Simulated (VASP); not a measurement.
# RbBr: molecular dynamics at constant energy

RbBr, Pm-3m (no. 221), 8 atoms in the cell. PBE, molecular dynamics; PAW potentials Rb_pv, Br (PBE set).

Ensemble: NVE; Starting temperature (K): 1600.

## Input

INCAR:
```
SYSTEM = RbBr
GGA      = PE             ! functional
PREC     = Normal         ! precision mode
ENCUT    = 220            ! plane-wave cutoff, eV
EDIFF    = 1E-6           ! SCF threshold, eV
NELMIN   = 4            
NELM     = 60             ! most SCF steps
ALGO     = Normal         ! electronic algorithm
LREAL    = Auto         
LASPH    = .TRUE.         ! aspherical terms in the spheres
ISMEAR   = 0              ! smearing method
SIGMA    = 0.05           ! smearing width, eV
ISYM     = 0            
LWAVE    = .FALSE.        ! write WAVECAR
LCHARG   = .FALSE.        ! write CHGCAR
IBRION   = 0              ! ionic algorithm
NSW      = 60             ! ionic steps
POTIM    = 3.0            ! step
TEBEG    = 1600         
ISIF     = 2              ! what is computed and relaxed
RANDOM_SEED= 664893 0 0   
MDALGO   = 2            
SMASS    = -3           
KPAR     = 2             
```

KPOINTS:
```
k-points
0
Gamma
  3 3 1
```

POSCAR:
```
RbBr
1.0
    4.1260773000      0.0000000000      0.0000000000
    0.0000000000      4.1260773000      0.0000000000
    0.0000000000      0.0000000000     16.5043092000
Rb Br
4 4
Direct
    0.0000000000      0.0000000000      0.0000000000
    0.0000000000      0.0000000000      0.2500000000
    0.0000000000      0.0000000000      0.5000000000
    0.0000000000      0.0000000000      0.7500000000
    0.5000000000      0.5000000000      0.1250000000
    0.5000000000      0.5000000000      0.3750000000
    0.5000000000      0.5000000000      0.6250000000
    0.5000000000      0.5000000000      0.8750000000
```

Commands:
```
cat potpaw_PBE.64/Rb_pv/POTCAR potpaw_PBE.64/Br/POTCAR > POTCAR
mpirun -np 2 vasp_std > vasp.out
```

## Result

- Spread of the conserved energy (meV/atom): 0.08
- Rise of the mean potential energy above the start (meV/atom): 90.9
- Mean temperature (K): 797
- Electronic steps per ionic step after the first: 4.1

Course of the run:

| Time (fs) | Temperature (K) | Potential energy less the first (meV/atom) | Conserved energy less the first (meV/atom) |
|---|---|---|---|
| 3 | 1600 | 0.0 | 0.00 |
| 18 | 1544 | 6.3 | 0.01 |
| 30 | 1419 | 20.5 | 0.00 |
| 45 | 1165 | 49.2 | 0.01 |
| 57 | 912 | 77.9 | 0.03 |
| 72 | 624 | 110.4 | 0.06 |
| 84 | 495 | 125.0 | 0.06 |
| 99 | 479 | 126.8 | 0.03 |
| 111 | 523 | 121.8 | 0.01 |
| 126 | 558 | 117.8 | -0.01 |
| 138 | 544 | 119.4 | -0.00 |
| 153 | 495 | 125.0 | 0.02 |
| 165 | 469 | 128.0 | 0.03 |
| 180 | 503 | 124.2 | 0.04 |

The mean temperature lies below the starting 1600 K, since the atoms start on their sites and part of their kinetic energy turns into potential energy.

REPORT:
```
MDALGO =   2
               SCALING =       0
                 CNEXP =     9.000   14.000
           RANDOM_SEED =            664893                0                0

   original number of atomic DOF:         21
   number of independent constraints:      0
   number of active DOF:                  21

========================================
         MD step No.       1
========================================

  Atomic velocities initialized by STEP_tb

  >Energies
                    E_tot             E_pot             E_kin               EPS                ES
   e_b>   -0.22310032E+02   -0.23757753E+02    0.14477208E+01    0.00000000E+00    0.00000000E+00

  >Temperature
               T_sim     T_inst
   tmprt>   1600.000   1600.000

  >Thermostat:
           s(n+1) sdot(n+1)      s(n)   sdot(n)        Qs
   s_b>   0.00000   0.00000   0.00000   0.00000  -3.00000

           RANDOM_SEED =            664893               48                0

[... steps left out ...]

========================================
         MD step No.      60
========================================

  >Energies
                    E_tot             E_pot             E_kin               EPS                ES
   e_b>   -0.22309702E+02   -0.22764540E+02    0.45483740E+00    0.00000000E+00    0.00000000E+00

  >Temperature
               T_sim     T_inst
   tmprt>   1600.000    502.680

  >Thermostat:
           s(n+1) sdot(n+1)      s(n)   sdot(n)        Qs
   s_b>   0.00000   0.00000   0.00000   0.00000  -3.00000

           RANDOM_SEED =            664893               48                0
```

OSZICAR:
```
N       E                     dE             d eps       ncg     rms          rms(c)
DAV:   1     0.242596320769E+03    0.24260E+03   -0.14742E+04   346   0.736E+02
DAV:   2    -0.690038853924E+01   -0.24950E+03   -0.24668E+03   448   0.197E+02
DAV:   3    -0.245228446623E+02   -0.17622E+02   -0.17614E+02   338   0.503E+01
DAV:   4    -0.246885334463E+02   -0.16569E+00   -0.16560E+00   420   0.572E+00
DAV:   5    -0.246899539195E+02   -0.14205E-02   -0.14203E-02   387   0.520E-01    0.596E+00
DAV:   6    -0.238713412228E+02    0.81861E+00   -0.16133E+00   368   0.419E+00    0.457E+00
DAV:   7    -0.237462062626E+02    0.12513E+00   -0.95097E-01   407   0.348E+00    0.217E+00
DAV:   8    -0.237561338194E+02   -0.99276E-02   -0.62137E-02   338   0.113E+00    0.227E-01
DAV:   9    -0.237568183010E+02   -0.68448E-03   -0.88669E-04   417   0.139E-01    0.143E-01
DAV:  10    -0.237577136488E+02   -0.89535E-03   -0.12547E-03   352   0.180E-01    0.246E-02
DAV:  11    -0.237577496856E+02   -0.36037E-04   -0.53306E-05   406   0.357E-02    0.738E-03
DAV:  12    -0.237577527569E+02   -0.30713E-05   -0.65989E-06   378   0.130E-02    0.251E-03
[... left out ...]
     58 T=   478. E= -.22309676E+02 F= -.22741821E+02 E0= -.22741821E+02  EK= 0.43214E+00 SP= 0.00E+00 SK= 0.00E+00
     59 T=   488. E= -.22309681E+02 F= -.22751349E+02 E0= -.22751349E+02  EK= 0.44167E+00 SP= 0.00E+00 SK= 0.00E+00
[... last step whole ...]
       N       E                     dE             d eps       ncg     rms          rms(c)
DAV:   1    -0.227645361389E+02   -0.13187E-01   -0.34266E-03   435   0.127E+00    0.540E-03
DAV:   2    -0.227645397880E+02   -0.36491E-05   -0.39243E-05   359   0.263E-02    0.247E-03
DAV:   3    -0.227645397855E+02    0.25452E-08   -0.21334E-07   252   0.245E-03    0.154E-03
DAV:   4    -0.227645397710E+02    0.14489E-07   -0.39550E-08   174   0.998E-04
     60 T=   503. E= -.22309702E+02 F= -.22764540E+02 E0= -.22764540E+02  EK= 0.45484E+00 SP= 0.00E+00 SK= 0.00E+00
```

Limits: 180 fs of 8 atoms are too short for converged averages; the cell is only 4.1 Å across, so each atom moves in step with near copies of itself.

VASP 6.6.1 took 305 s on 2 cores (Intel Xeon Platinum 8375C @ 2.90GHz (Ice Lake)), a shared host.
